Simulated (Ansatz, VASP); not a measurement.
Sr: VASP beside Ansatz

File INCAR:

```
ALGO     = Normal         # electronic algorithm
EDIFF    = 1E-6           # SCF threshold, eV
ENCUT    = 520            # plane-wave cutoff, eV
GGA      = PE             # functional
ISIF     = 2              # what is computed and relaxed
ISMEAR   = -1             # smearing method
LASPH    = T              # aspherical terms in the spheres
LCHARG   = F              # write CHGCAR
LREAL    = F              # projectors in reciprocal space
LWAVE    = F              # write WAVECAR
NBANDS   = 11             # bands
NELM     = 60             # most SCF steps
PREC     = Accurate       # precision mode
SIGMA    = 0.05           # smearing width, eV
```

The input KPOINTS:

```
k-points
0
Gamma
  6 6 6
```

The input POSCAR:

```
Sr
1.0
    0.0000000000      3.0423500000      3.0119265000
    3.0423500000      0.0000000000      3.0119265000
    3.0423500000      3.0423500000      0.0000000000
Sr
1
Direct
    0.0000000000      0.0000000000      0.0000000000
```

The input input.yaml:

```yaml
crystal:
  lattice:
    - [0.0, 3.04235, 3.0119265]
    - [3.04235, 0.0, 3.0119265]
    - [3.04235, 3.04235, 0.0]
  atoms:
    - { symbol: Sr, position: [0.0, 0.0, 0.0] }
hamiltonian:
  xc: pbe
  pseudopotentials: { kind: paw }
kpoints:
  mp_grid: { grid: [6, 6, 6] }
scf:
  occupations: { method: fermi_dirac, width: 0.05 }
output:
  forces: true
  stress: true
  eigenvalues: true
```

Alike in both runs: task single point; functional PBE; k mesh 6 × 6 × 6; occupations fermi-dirac, width 0.05 eV; no spin polarisation.

|  | VASP | Ansatz |
| --- | --- | --- |
| version | VASP 6.6.1 | Ansatz 0.2.0 |
| potentials or method | VASP PAW PBE potentials, release 64 (Sr_sv) | Ansatz PAW |
| plane-wave cutoff (eV) | 520 | 420 |
| valence electrons in the cell | 10 | 10 |

```tsv
	VASP	Ansatz	Ansatz less VASP
gap on the k mesh at the Fermi level (eV)	0.04	0.04	0.000
least direct gap on the mesh (eV)	0.04	0.04	0.000
pressure (GPa)	-0.2	-0.2	-0.01
```

The functional is the same, so the differences come from potentials, cutoffs and numerics.
